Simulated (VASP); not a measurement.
# GaN (F-43m) in VASP: notebook, part 2 of 2

VASP 6.6.1.

**4. Band structure, r2SCAN-EpsX**

POSCAR

```
GaN
1.0
    0.0000000000      2.2535006075      2.2535006075
    2.2535006075      0.0000000000      2.2535006075
    2.2535006075      2.2535006075      0.0000000000
Ga N
1 1
Direct
    0.0000000000      0.0000000000      0.0000000000
    0.2500000000      0.2500000000      0.2500000000
```

INCAR.step1

```
SYSTEM = GaN
ALGO     = Normal         ! electronic algorithm
EDIFF    = 1E-8           ! SCF threshold, eV
ENCUT    = 520            ! plane-wave cutoff, eV
GGA      = PE             ! functional
ISIF     = 2              ! what is computed and relaxed
ISMEAR   = 0              ! smearing method
KPAR     = 4            
LASPH    = .True.         ! aspherical terms in the spheres
LCHARG   = .False.        ! write CHGCAR
LEPSILON = .True.         ! dielectric tensor by DFPT
LREAL    = .False.        ! projectors in reciprocal space
LWAVE    = .False.        ! write WAVECAR
NELM     = 80             ! most SCF steps
PREC     = Accurate       ! precision mode
SIGMA    = 0.02           ! smearing width, eV
```

KPOINTS.step1

```
Automatic mesh
0
G
  10 10 10
  0 0 0
```

INCAR.step2

```
SYSTEM = GaN
ALGO     = Normal         ! electronic algorithm
EDIFF    = 1E-5           ! SCF threshold, eV
ENCUT    = 520            ! plane-wave cutoff, eV
GGA      = PE             ! functional
ISIF     = 2              ! what is computed and relaxed
ISMEAR   = 0              ! smearing method
KPAR     = 4            
LASPH    = .True.         ! aspherical terms in the spheres
LCHARG   = .False.        ! write CHGCAR
LREAL    = .False.        ! projectors in reciprocal space
LWAVE    = .True.         ! write WAVECAR
NBANDS   = 16             ! bands
NELM     = 80             ! most SCF steps
PREC     = Accurate       ! precision mode
SIGMA    = 0.02           ! smearing width, eV
```

KPOINTS.step2

```
k-points
0
Gamma
  8 8 8
  0 0 0
```

INCAR.step3

```
SYSTEM = GaN
AEXX     = 0.1665         ! exact-exchange fraction
ALGO     = Normal         ! electronic algorithm
EDIFF    = 1E-7           ! SCF threshold, eV
ENCUT    = 520            ! plane-wave cutoff, eV
HFRCUT   = -1           
ISIF     = 2              ! what is computed and relaxed
ISMEAR   = 0              ! smearing method
ISTART   = 1            
KPAR     = 4            
LASPH    = .True.         ! aspherical terms in the spheres
LCHARG   = .False.        ! write CHGCAR
LHFCALC  = .True.         ! exact exchange
LMIXTAU  = .True.       
LREAL    = .False.        ! projectors in reciprocal space
LWAVE    = .False.        ! write WAVECAR
METAGGA  = R2SCAN         ! meta-GGA
NBANDS   = 16             ! bands
NELM     = 80             ! most SCF steps
PREC     = Accurate       ! precision mode
PRECFOCK = Fast         
SIGMA    = 0.02           ! smearing width, eV
```

KPOINTS.step3

```
k-points
0
Gamma
  8 8 8
  0 0 0
```

KPOINTS_OPT

```
path GXWKGLUWLK,UX
8
line-mode
reciprocal
 0.0000000000  0.0000000000  0.0000000000  G
 0.5000000000  0.0000000000  0.5000000000  X

 0.5000000000  0.0000000000  0.5000000000  X
 0.5000000000  0.2500000000  0.7500000000  W

 0.5000000000  0.2500000000  0.7500000000  W
 0.3750000000  0.3750000000  0.7500000000  K

 0.3750000000  0.3750000000  0.7500000000  K
 0.0000000000  0.0000000000  0.0000000000  G

 0.0000000000  0.0000000000  0.0000000000  G
 0.5000000000  0.5000000000  0.5000000000  L

 0.5000000000  0.5000000000  0.5000000000  L
 0.6250000000  0.2500000000  0.6250000000  U

 0.6250000000  0.2500000000  0.6250000000  U
 0.5000000000  0.2500000000  0.7500000000  W

 0.5000000000  0.2500000000  0.7500000000  W
 0.5000000000  0.5000000000  0.5000000000  L

 0.5000000000  0.5000000000  0.5000000000  L
 0.3750000000  0.3750000000  0.7500000000  K

 0.6250000000  0.2500000000  0.6250000000  U
 0.5000000000  0.0000000000  0.5000000000  X
```

Potentials or basis: VASP PAW PBE potentials, release 64 (Ga_d, N).

The run is started by

```console
cat potpaw_PBE.64/Ga_d/POTCAR potpaw_PBE.64/N/POTCAR > POTCAR
cp INCAR.step1 INCAR
cp KPOINTS.step1 KPOINTS
mpirun -np 4 vasp_std > vasp.out
cp INCAR.step2 INCAR
cp KPOINTS.step2 KPOINTS
mpirun -np 4 vasp_std > vasp.out
cp INCAR.step3 INCAR
cp KPOINTS.step3 KPOINTS
mpirun -np 4 vasp_std > vasp.out
```

OUTCAR:

```text
SYSTEM = GaN
   AEXX = 0.1665
   EDIFF = 1E-7
   ENCUT = 520
   ISIF = 2
   ISMEAR = 0
   ISTART = 1
   LASPH = .True.
   LHFCALC = .True.
   LREAL = .False.
   METAGGA = R2SCAN
   NELM = 80
   PREC = Accurate
   PRECFOCK = Fast

 ion  position               nearest neighbor table
   1  0.000  0.000  0.000-   2 1.95   2 1.95   2 1.95   2 1.95
   2  0.250  0.250  0.250-   1 1.95   1 1.95   1 1.95   1 1.95

  LATTYP: Found a face centered cubic cell.
 ALAT       =     4.5070012150

  Lattice vectors:

 A1 = (   0.0000000000,   2.2535006075,   2.2535006075)
 A2 = (   2.2535006075,   0.0000000000,   2.2535006075)
 A3 = (   2.2535006075,   2.2535006075,   0.0000000000)

Analysis of symmetry for initial positions (statically):
=====================================================================
 Subroutine PRICEL returns:
 Original cell was already a primitive cell.

 Routine SETGRP: Setting up the symmetry group for a
 face centered cubic supercell.

 Subroutine GETGRP returns: Found 24 space group operations
 (whereof 24 operations were pure point group operations)
 out of a pool of 48 trial point group operations.

The static configuration has the point symmetry T_d .

Analysis of symmetry for dynamics (positions and initial velocities):
=====================================================================
 Subroutine PRICEL returns:
 Original cell was already a primitive cell.

 Routine SETGRP: Setting up the symmetry group for a
 face centered cubic supercell.

 Subroutine GETGRP returns: Found 24 space group operations
 (whereof 24 operations were pure point group operations)
 out of a pool of 48 trial point group operations.

The dynamic configuration has the point symmetry T_d .

 Subroutine INISYM returns: Found 24 space group operations
 (whereof 24 operations are pure point group operations),
 and found     1 'primitive' translations

----------------------------------------------------------------------------------------

                                     Primitive cell

  volume of cell :      22.8877

  direct lattice vectors                    reciprocal lattice vectors
     0.000000000  2.253500607  2.253500607    -0.221877020  0.221877020  0.221877020
     2.253500607  0.000000000  2.253500607     0.221877020 -0.221877020  0.221877020
     2.253500607  2.253500607  0.000000000     0.221877020  0.221877020 -0.221877020

  length of vectors
     3.186931122  3.186931122  3.186931122     0.384302272  0.384302272  0.384302272

  position of ions in fractional coordinates (direct lattice)
     0.000000000  0.000000000  0.000000000
     0.250000000  0.250000000  0.250000000

  ion indices of the primitive-cell ions
   primitive index   ion index
                 1           1
                 2           2

----------------------------------------------------------------------------------------

 KPOINTS: k-points

Automatic generation of k-mesh.
 Grid dimensions read from file:
[... 25 lines left out ...]
  0.375000  0.000000  0.000000      8.000000
  0.500000  0.000000  0.000000      4.000000
  0.125000  0.125000  0.000000      6.000000
[... 16 lines left out ...]
  0.500000  0.250000  0.125000     48.000000
 -0.375000  0.250000  0.125000     24.000000
 [... further k-points ...]
   k-points           NKPTS =     29   k-points in BZ     NKDIM =    512   number of bands    NBANDS=     16
   number of dos      NEDOS =    301   number of ions     NIONS =      2
   total plane-waves  NPLWV =  13824
   dimension x,y,z NGX =    24 NGY =   24 NGZ =   24
   dimension x,y,z NGXF=    48 NGYF=   48 NGZF=   48
   ions per type =               1   1
   NGX,Y,Z   is equivalent  to a cutoff of  12.52, 12.52, 12.52 a.u.
   NGXF,Y,Z  is equivalent  to a cutoff of  25.04, 25.04, 25.04 a.u.
 SYSTEM =  GaN
   PREC   = accura    normal or accurate (medium, high low for compatibility)
   ISTART =      1    job   : 0-new  1-cont  2-samecut
   ICHARG =      0    charge: 1-file 2-atom 10-const
   ISPIN  =      1    spin polarized calculation?
   LNONCOLLINEAR =      F non collinear calculations
   LSORBIT =      F    spin-orbit coupling
   LASPH  =      T    aspherical Exc in radial PAW
   ENCUT  =  520.0 eV  38.22 Ry    6.18 a.u.   5.93  5.93  5.93*2*pi/ulx,y,z
   NELM   =     80;   NELMIN=  2; NELMDL=  0     # of ELM steps
   EDIFF  = 0.1E-06   stopping-criterion for ELM
   LREAL  =      F    real-space projection
   EDIFFG = 0.1E-05   stopping-criterion for IOM
   NSW    =      0    number of steps for IOM
   IBRION =     -1    ionic relax: 0-MD 1-quasi-New 2-CG
   NFREE  =      0    steps in history (QN), initial steepest desc. (CG)
   ISIF   =      2    stress and relaxation
   ISYM   =      3    0-nonsym 1-usesym 2-fastsym
   POTIM  = 0.5000    time-step for ionic-motion
   TEBEG  =    0.0;   TEEND  =   0.0 temperature during run
   PSTRESS=    0.0 pullay stress
   NELECT =      18.0000    total number of electrons
   NUPDOWN=      -1.0000    fix difference up-down
   EMIN   =  10.00;   EMAX   =-10.00  energy-range for DOS
   EFERMI =   0.00;   METHOD = LEGACY
   ISMEAR =     0;   SIGMA  =   0.02  broadening in eV -4-tet -1-fermi 0-gaus
   EFERMI_NEDOS =   21; number of points for ismear=-14 and -15
   IALGO  =     38    algorithm
   IMIX   =      1    mixing-type and parameters
     AMIX     =   0.40;   BMIX     =  1.00
     AMIX_MAG =   1.60;   BMIX_MAG =  1.00
  volume/ion in A,a.u.               =      11.44        77.23
  Fermi-wavevector in a.u.,A,eV,Ry     =   1.511117  2.855596 31.068543  2.283473
  Thomas-Fermi vector in A             =   2.621216
   LORBIT       =      0    0 simple, 1 ext, 2 COOP (PROOUT), +10 PAW based schemes
   METAGGA = R2SCAN    functional components
   LHFCALC =     T    Hartree Fock is set to
   PRECFOCK=fast      Normal, Fast or Accurate (Low or Medium for compatibility)
   ENCUT4O =  -1.0   cutoff for four orbital integrals eV
   NKREDX  =     1    reduce k-point grid by
   NKREDY  =     1    reduce k-point grid by
   NKREDZ  =     1    reduce k-point grid by
   AEXX    =    0.1665 exact exchange contribution
   HFSCREEN=    0.0000 screening length (either q_TF or 0.3 A-1)
   HFSCREENC=   0.0000 screening length for correlation (either q_TF or 0.3 A-1)
   ENCUTFOCK=  -1.0 apply spherical cutoff to Coloumb kernel
   IVDW    =     0    specifies the selected vdW correction
   LEPSILON=     F    determine dielectric tensor
   LRPA    =     F    only Hartree local field effects (RPA)
 non-spin polarized calculation
 Gauss-broadening in eV      SIGMA  =   0.02
  energy-cutoff  :      520.00
  volume of cell :       22.89
 maximum number of plane-waves:       636
  NGX = 14; NGY = 14; NGZ = 14

 number of electron      18.0000004 magnetization

 Free energy of the ion-electron system (eV)
  ---------------------------------------------------
  ext. energy  EPLUGINS =         0.00000000
  ---------------------------------------------------
  free energy    TOTEN  =       -22.68291139 eV

  energy without entropy =      -22.68291139  energy(sigma->0) =      -22.68291139

 E-fermi :   4.4490     XC(G=0): -10.7313

 val. band max:        4.2956680558   @ k =   0.0000   0.0000   0.0000
 cond. band min:       7.6064141284   @ k =   0.0000   0.0000   0.0000
 fundamental gap:      3.3107460726
 Fermi energy:         4.4489940187

 k-point     1 :       0.0000    0.0000    0.0000
  band No.  band energies     occupation
      1     -13.2763      2.00000
      2     -10.9302      2.00000
      3     -10.9302      2.00000
      4     -10.9302      2.00000
      5     -10.5918      2.00000
      6     -10.5918      2.00000
[... 433 lines left out ...]
      3     -10.7594      2.00000
      4     -10.6150      2.00000
      5     -10.5637      2.00000
      6      -8.8547      2.00000
[... 8 lines left out ...]
     15      25.4608      0.00000
     16      27.8541      0.00000

 [... further k-points ...]

------------------------ aborting loop because EDIFF is reached ----------------------------------------

  FORCE on cell =-STRESS in cart. coord.  units (eV):
  Direction    XX          YY          ZZ          XY          YZ          ZX
  --------------------------------------------------------------------------------------
  -------------------------------------------------------------------------------------
  Total       -0.3918947     -0.3918947     -0.3918947     -0.0000000      0.0000000     -0.0000000
  in kB      -27.4332291    -27.4332291    -27.4332291     -0.0000000      0.0000000     -0.0000000
  external PRESSURE =     -27.4332291 kB  Pullay stress =       0.0000000 kB

 VOLUME and BASIS-vectors are now :
 -----------------------------------------------------------------------------
  energy-cutoff  :      520.00
  volume of cell :       22.89
      direct lattice vectors                 reciprocal lattice vectors
     0.000000000  2.253500607  2.253500607    -0.221877020  0.221877020  0.221877020
     2.253500607  0.000000000  2.253500607     0.221877020 -0.221877020  0.221877020
     2.253500607  2.253500607  0.000000000     0.221877020  0.221877020 -0.221877020

 POSITION                                       TOTAL-FORCE (eV/Angst)
 -----------------------------------------------------------------------------------
      0.00000      0.00000      0.00000        -0.000000     -0.000000     -0.000000
      1.12675      1.12675      1.12675         0.000000      0.000000      0.000000
 -----------------------------------------------------------------------------------
    total drift:                                0.000054     -0.000010      0.000018

  FREE ENERGIE OF THE ION-ELECTRON SYSTEM (eV)
  ---------------------------------------------------
  free  energy   TOTEN  =       -22.6829113949 eV

  energy  without entropy=      -22.6829113949  energy(sigma->0) =      -22.68291139
```

Wall time 29 min (4 MPI ranks of Intel Xeon Platinum 8488C (Sapphire Rapids), shared host); peak memory 0.25 GiB.

What came out:

```yaml
Free_energy: -22.6829 eV
Pressure: -2.7 GPa
Band_gap_on_the_k_mesh: 3.31 eV, direct
Band_gap_along_the_path: 3.31 eV, direct
```

Levels at the corners of the path, in eV from the valence-band top:
```
point  band 5  band 6  band 7  band 8  band 9  band 10  band 11  band 12  band 13  band 14
    Γ  -14.89  -14.89    0.00    0.00    0.00     3.31    12.42    12.42    12.42    20.01
    X  -14.81  -13.00   -6.52   -2.91   -2.91     4.89     8.59    14.12    16.60    16.60
    X  -14.81  -13.00   -6.52   -2.91   -2.91     4.89     8.59    14.12    16.60    16.60
    W  -14.88  -12.73   -6.01   -4.01   -3.85     7.97    10.71    12.40    13.21    17.87
    W  -14.88  -12.73   -6.01   -4.01   -3.85     7.97    10.71    12.40    13.21    17.87
    K  -14.85  -12.85   -6.21   -4.57   -2.34     6.66    10.03    13.38    15.23    15.91
    K  -14.85  -12.85   -6.21   -4.57   -2.34     6.66    10.03    13.38    15.23    15.91
    Γ  -14.89  -14.89    0.00    0.00    0.00     3.31    12.42    12.42    12.42    20.01
    Γ  -14.89  -14.89    0.00    0.00    0.00     3.31    12.42    12.42    12.42    20.01
    L  -14.85  -13.48   -7.50   -1.05   -1.05     6.48    10.91    12.38    12.38    17.93
    L  -14.85  -13.48   -7.50   -1.05   -1.05     6.48    10.91    12.38    12.38    17.93
    U  -14.85  -12.85   -6.21   -4.57   -2.34     6.66    10.03    13.38    15.23    15.91
    U  -14.85  -12.85   -6.21   -4.57   -2.34     6.66    10.03    13.38    15.23    15.91
    W  -14.88  -12.73   -6.01   -4.01   -3.85     7.97    10.71    12.40    13.21    17.87
    W  -14.88  -12.73   -6.01   -4.01   -3.85     7.97    10.71    12.40    13.21    17.87
    L  -14.85  -13.48   -7.50   -1.05   -1.05     6.48    10.91    12.38    12.38    17.93
    L  -14.85  -13.48   -7.50   -1.05   -1.05     6.48    10.91    12.38    12.38    17.93
    K  -14.85  -12.85   -6.21   -4.57   -2.34     6.66    10.03    13.38    15.23    15.91
    U  -14.85  -12.85   -6.21   -4.57   -2.34     6.66    10.03    13.38    15.23    15.91
    X  -14.81  -13.00   -6.52   -2.91   -2.91     4.89     8.59    14.12    16.60    16.60
```

Caveat: the PAW data sets were made with another functional, which shifts forces and pressure a little.

**5. For comparison**

An earlier run on the cell as given: functional PBE; potentials or basis VASP PAW PBE potentials, release 64 (Ga_d, N); cutoff 520 eV; k mesh 10 × 10 × 10; occupations fermi-dirac, width 0.05 eV; no spin polarisation.

- Pressure: 5.1 GPa
- Band gap on the k mesh: 1.72 eV, direct

**6. Overview**

```csv
task,level,k mesh,smearing,ladder,grid for exact exchange (PRECFOCK),exchange at q = 0,share of exact exchange,gap on the mesh (eV),pressure (GPa)
band structure,HSE03,8 × 8 × 8,gaussian 0.02 eV,gaps,Fast,-,-,2.76,-0.9
band structure,PBE0,8 × 8 × 8,gaussian 0.02 eV,gaps,Fast,truncated,-,3.65,-1.4
band structure,r2SCAN-EpsX,8 × 8 × 8,gaussian 0.02 eV,gaps,Fast,truncated,0.1665,3.31,-2.7
single point,PBE,10 × 10 × 10,fermi-dirac 0.05 eV,-,-,-,-,1.72,5.1
```

Alike in all rows: potentials or basis VASP PAW PBE potentials, release 64 (Ga_d, N); no spin polarisation; cell as given; cutoff (eV) 520.

On the cell as given the gap runs from 1.72 eV (PBE) to 3.65 eV (PBE0); the meshes differ, which moves gaps too. The pressure there spans -2.7 GPa (r2SCAN-EpsX) to 5.1 GPa (PBE); a positive pressure means that this level wants a larger cell, a negative one a smaller.

Caveats: the PAW data sets were made with another functional, which shifts forces and pressure a little (some runs).

Total energies depend on the potentials used, so only differences within one code and one set of settings carry meaning.

**7. Against experiment**

Step 2. Measured gap of GaN: 3.299 eV (direct; 0 K; a printed reference work, textbook). This calculation gives 2.76 eV (-0.53 eV). Spin-orbit coupling on Ga is left out. The value is that of HSE03, without temperature or zero-point motion. The cell is a database's relaxed one, not the measured one, which moves gaps too.

Step 3. Measured gap of GaN: 3.299 eV (direct; 0 K; a printed reference work, textbook). This calculation gives 3.65 eV (+0.36 eV). Spin-orbit coupling on Ga is left out. The value is that of PBE0, without temperature or zero-point motion. The cell is a database's relaxed one, not the measured one, which moves gaps too.

Step 4. Against the measured gap of GaN, 3.299 eV (direct; 0 K; a printed reference work, textbook), the calculated 3.31 eV is off by +0.01 eV. Spin-orbit coupling on Ga is left out. The value is that of r2SCAN-EpsX, without temperature or zero-point motion. The cell is a database's relaxed one, not the measured one, which moves gaps too.
